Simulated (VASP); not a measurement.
# Pb (P6_3/mmc) in VASP: further runs

Runs on Pb. Level: PBEsol. Tasks: single point.

Everything below comes from runs of VASP 6.6.1. Logs are shortened: lines on timing, memory, paths and dates and some standing lists are left out, and cuts for length are marked.

## 1. The crystal as given

The structure is hexagonal, space group P6_3/mmc (No. 194). Conventional cell: a = 3.480 Å, b = 3.480 Å, c = 5.590 Å, α = 90.00°, β = 90.00°, γ = 120.00°. Pb (site symmetry -6m2) has 12 Pb at 3.44 to 3.48 Å as nearest neighbours.

This isn't the form of Pb at room conditions, which is fcc.

## 2. Single point, PBEsol

Contents of INCAR:

```
PREC = Accurate
ENCUT = 450
EDIFF = 1E-6
ISMEAR = -1
SIGMA = 0.2
LREAL = False
LASPH = True
NELM = 100
ALGO = Normal
ISIF = 2
LWAVE = False
LCHARG = False
GGA = PS
ADDGRID = False
```

Contents of KPOINTS:

```
regular mesh
0
Gamma
  21 21 12
```

Contents of POSCAR:

```
Pb
1.0
    3.4800000000      0.0000000000      0.0000000000
   -1.7400000000      3.0137684052      0.0000000000
    0.0000000000      0.0000000000      5.5900000000
Pb
2
Direct
    0.6666666667      0.3333333333      0.7500000000
    0.3333333333      0.6666666667      0.2500000000
```

Potentials or basis: VASP PAW PBE potentials, release 64 (Pb_d).

Run with:

```bash
$ cat potpaw_PBE.64/Pb_d/POTCAR > POTCAR
$ mpirun -np 1 vasp_std > vasp.out
```

OUTCAR:

```text
PREC = Accurate
   ENCUT = 450
   EDIFF = 1E-6
   ISMEAR = -1
   LREAL = False
   LASPH = True
   NELM = 100
   ISIF = 2
   GGA = PS

 Found    336 irreducible k-points:

 Following reciprocal coordinates:
            Coordinates               Weight
  0.000000  0.000000  0.000000      1.000000
  0.047619  0.000000  0.000000      6.000000
  0.095238 -0.000000  0.000000      6.000000
  0.142857  0.000000  0.000000      6.000000
  0.190476 -0.000000  0.000000      6.000000
  0.238095  0.000000  0.000000      6.000000
   k-points           NKPTS =    336   k-points in BZ     NKDIM =    336   number of bands    NBANDS=     18
   number of dos      NEDOS =    301   number of ions     NIONS =      2
   total plane-waves  NPLWV =  23040
   dimension x,y,z NGX =    24 NGY =   24 NGZ =   40
   dimension x,y,z NGXF=    48 NGYF=   48 NGZF=   80
   ions per type =               2
   NGX,Y,Z   is equivalent  to a cutoff of  11.47, 11.47, 11.90 a.u.
   NGXF,Y,Z  is equivalent  to a cutoff of  22.93, 22.93, 23.79 a.u.
 SYSTEM =  unknown system
   PREC   = accura    normal or accurate (medium, high low for compatibility)
   ISTART =      0    job   : 0-new  1-cont  2-samecut
   ICHARG =      2    charge: 1-file 2-atom 10-const
   ISPIN  =      1    spin polarized calculation?
   LNONCOLLINEAR =      F non collinear calculations
   LSORBIT =      F    spin-orbit coupling
   LASPH  =      T    aspherical Exc in radial PAW
   ENCUT  =  450.0 eV  33.07 Ry    5.75 a.u.   6.02  6.02  9.67*2*pi/ulx,y,z
   NELM   =    100;   NELMIN=  2; NELMDL= -5     # of ELM steps
   EDIFF  = 0.1E-05   stopping-criterion for ELM
   LREAL  =      F    real-space projection
   EDIFFG = 0.1E-04   stopping-criterion for IOM
   NSW    =      0    number of steps for IOM
   IBRION =     -1    ionic relax: 0-MD 1-quasi-New 2-CG
   NFREE  =      0    steps in history (QN), initial steepest desc. (CG)
   ISIF   =      2    stress and relaxation
   ISYM   =      2    0-nonsym 1-usesym 2-fastsym
   POTIM  = 0.5000    time-step for ionic-motion
   TEBEG  =    0.0;   TEEND  =   0.0 temperature during run
   PSTRESS=    0.0 pullay stress
   NELECT =      28.0000    total number of electrons
   NUPDOWN=      -1.0000    fix difference up-down
   EMIN   =  10.00;   EMAX   =-10.00  energy-range for DOS
   EFERMI =   0.00;   METHOD = LEGACY
   ISMEAR =    -1;   SIGMA  =   0.20  broadening in eV -4-tet -1-fermi 0-gaus
   EFERMI_NEDOS =   21; number of points for ismear=-14 and -15
   IALGO  =     38    algorithm
   IMIX   =      4    mixing-type and parameters
     AMIX     =   0.40;   BMIX     =  1.00
     AMIX_MAG =   1.60;   BMIX_MAG =  1.00
  volume/ion in A,a.u.               =      29.31       197.82
  Fermi-wavevector in a.u.,A,eV,Ry     =   1.279658  2.418203 22.279870  1.637524
  Thomas-Fermi vector in A             =   2.412131
   LORBIT       =      0    0 simple, 1 ext, 2 COOP (PROOUT), +10 PAW based schemes
   GGA     = PS    functional components
   LHFCALC =     F    Hartree Fock is set to
   AEXX    =    0.0000 exact exchange contribution
   IVDW    =     0    specifies the selected vdW correction
   LEPSILON=     F    determine dielectric tensor
   LRPA    =     F    only Hartree local field effects (RPA)
 non-spin polarized calculation
  energy-cutoff  :      450.00
  volume of cell :       58.63
 maximum number of plane-waves:      1302
   NGX = 13   NGY = 13   NGZ = 19

 number of electron      28.0000001 magnetization

 Free energy of the ion-electron system (eV)
  ---------------------------------------------------
  ext. energy  EPLUGINS =         0.00000000
  ---------------------------------------------------
  free energy    TOTEN  =        -8.03486298 eV

  energy without entropy =       -7.89188660  energy(sigma->0) =       -7.96337479

 E-fermi :   7.4492     XC(G=0): -10.5064

 val. band max:        7.4473287041   @ k =   0.2857   0.2381   0.1667
 cond. band min:       7.4586397181   @ k =   0.0952   0.0952   0.4167
 fundamental gap:      0.0113110140
 Fermi energy:         7.4492471471

 k-point     1 :       0.0000    0.0000    0.0000
  band No.  band energies     occupation
      1      -9.5736      2.00000
      2      -9.5236      2.00000
      3      -9.5083      2.00000
      4      -9.5083      2.00000
      5      -9.4831      2.00000
      6      -9.4831      2.00000
[... 10 lines left out ...]
     17      14.9481      0.00000
     18      15.6179      0.00000

 k-point     2 :       0.0476    0.0000    0.0000
  band No.  band energies     occupation
      1      -9.5712      2.00000
      2      -9.5290      2.00000
      3      -9.5025      2.00000
      4      -9.5008      2.00000
      5      -9.4821      2.00000
      6      -9.4775      2.00000
[... 10 lines left out ...]
     17      15.0434      0.00000
     18      15.5742      0.00000

 k-point     3 :       0.0952   -0.0000    0.0000
  band No.  band energies     occupation
      1      -9.5692      2.00000
      2      -9.5342      2.00000
      3      -9.4881      2.00000
      4      -9.4857      2.00000
      5      -9.4761      2.00000
      6      -9.4613      2.00000
[... 10 lines left out ...]
     17      15.1676      0.00000
     18      15.3996      0.00000

 k-point     4 :       0.1429    0.0000    0.0000
  band No.  band energies     occupation
      1      -9.5792      2.00000
      2      -9.5266      2.00000
      3      -9.4844      2.00000
      4      -9.4666      2.00000
      5      -9.4617      2.00000
      6      -9.4592      2.00000
[... 10 lines left out ...]
     17      14.9823      0.00000
     18      15.1225      0.00000

 k-point     5 :       0.1905   -0.0000    0.0000
  band No.  band energies     occupation
      1      -9.5980      2.00000
      2      -9.5144      2.00000
      3      -9.4846      2.00000
      4      -9.4802      2.00000
      5      -9.4742      2.00000
      6      -9.4255      2.00000
[... 10 lines left out ...]
     17      14.2845      0.00000
     18      14.8868      0.00000

 k-point     6 :       0.2381    0.0000    0.0000
  band No.  band energies     occupation
      1      -9.6197      2.00000
      2      -9.5118      2.00000
      3      -9.5061      2.00000
      4      -9.4875      2.00000
      5      -9.4654      2.00000
      6      -9.3874      2.00000
[... 10 lines left out ...]
     17      13.4080      0.00000
     18      14.5476      0.00000

 [... further k-points ...]

------------------------ aborting loop because EDIFF is reached ----------------------------------------

  FORCE on cell =-STRESS in cart. coord.  units (eV):
  Direction    XX          YY          ZZ          XY          YZ          ZX
  --------------------------------------------------------------------------------------
  -------------------------------------------------------------------------------------
  Total        0.2409683      0.2409683      0.7707085      0.0000000      0.0000000      0.0000000
  in kB        6.5852096      6.5852096     21.0620093      0.0000000      0.0000000      0.0000000
  external PRESSURE =      11.4108095 kB  Pullay stress =       0.0000000 kB

 VOLUME and BASIS-vectors are now :
 -----------------------------------------------------------------------------
  energy-cutoff  :      450.00
  volume of cell :       58.63
      direct lattice vectors                 reciprocal lattice vectors
     3.480000000  0.000000000  0.000000000     0.287356322  0.165905250  0.000000000
    -1.740000000  3.013768405  0.000000000     0.000000000  0.331810500  0.000000000
     0.000000000  0.000000000  5.590000000     0.000000000  0.000000000  0.178890877

 POSITION                                       TOTAL-FORCE (eV/Angst)
 -----------------------------------------------------------------------------------
      1.74000      1.00459      4.19250        -0.000000      0.000000      0.000000
     -0.00000      2.00918      1.39750         0.000000     -0.000000      0.000000
 -----------------------------------------------------------------------------------
    total drift:                               -0.000000      0.000000      0.000000

  FREE ENERGIE OF THE ION-ELECTRON SYSTEM (eV)
  ---------------------------------------------------
  free  energy   TOTEN  =        -8.0348629782 eV

  energy  without entropy=       -7.8918865954  energy(sigma->0) =       -7.96337479
```

OSZICAR:

```text
N       E                     dE             d eps       ncg     rms          rms(c)
DAV:   1     0.270383431645E+03    0.27038E+03   -0.13647E+04 12098   0.175E+03
DAV:   2     0.991153923120E+01   -0.26047E+03   -0.25712E+03 12118   0.421E+02
DAV:   3    -0.756519571323E+01   -0.17477E+02   -0.17256E+02 14926   0.139E+02
DAV:   4    -0.805349406253E+01   -0.48830E+00   -0.48662E+00 14426   0.272E+01
DAV:   5    -0.807264932006E+01   -0.19155E-01   -0.19153E-01 14732   0.470E+00    0.869E-01
DAV:   6    -0.804300523611E+01    0.29644E-01   -0.55226E-02 15750   0.357E+00    0.405E-01
DAV:   7    -0.803538043267E+01    0.76248E-02   -0.21272E-02 15770   0.214E+00    0.129E-01
DAV:   8    -0.803486767441E+01    0.51276E-03   -0.10440E-03 15824   0.524E-01    0.135E-02
DAV:   9    -0.803486318107E+01    0.44933E-05   -0.39551E-05 15628   0.108E-01    0.617E-03
DAV:  10    -0.803486297816E+01    0.20292E-06   -0.16043E-06  9810   0.151E-02
   1 F= -.80348630E+01 E0= -.79633748E+01  d E =-.142976E+00
```

stdout:

```text
POSCAR found type information on POSCAR Pb
 POSCAR found :  1 types and       2 ions
 scaLAPACK will be used
 -----------------------------------------------------------------------------
|                                                                             |
|                                                                             |
|     You enforced a specific xc type in the INCAR file but a different       |
|     I HOPE YOU KNOW WHAT YOU ARE DOING!                                     |
|                                                                             |
 -----------------------------------------------------------------------------

 LDA part: xc-table for (Slater+PW92), standard interpolation
 POSCAR, INCAR and KPOINTS ok, starting setup
 FFT: planning ... GRIDC
 FFT: planning ... GRID_SOFT
 FFT: planning ... GRID
 WAVECAR not read
 entering main loop
```

It took 51 s on 1 thread of Intel Xeon 6975P-C (Granite Rapids), shared host; peak memory 0.34 GiB.

These settings aren't checked as converged: the numbers below hold their error.

Results:

| Property | Result |
| --- | --- |
| Free energy | -8.0349 eV |
| Pressure | 1.1 GPa |
| Band gap on the k mesh | none (metal or under the smearing width) |

Caveat: the PAW data sets were made with another functional, which shifts forces and pressure a little.

(Continued in part 2 of 3.)
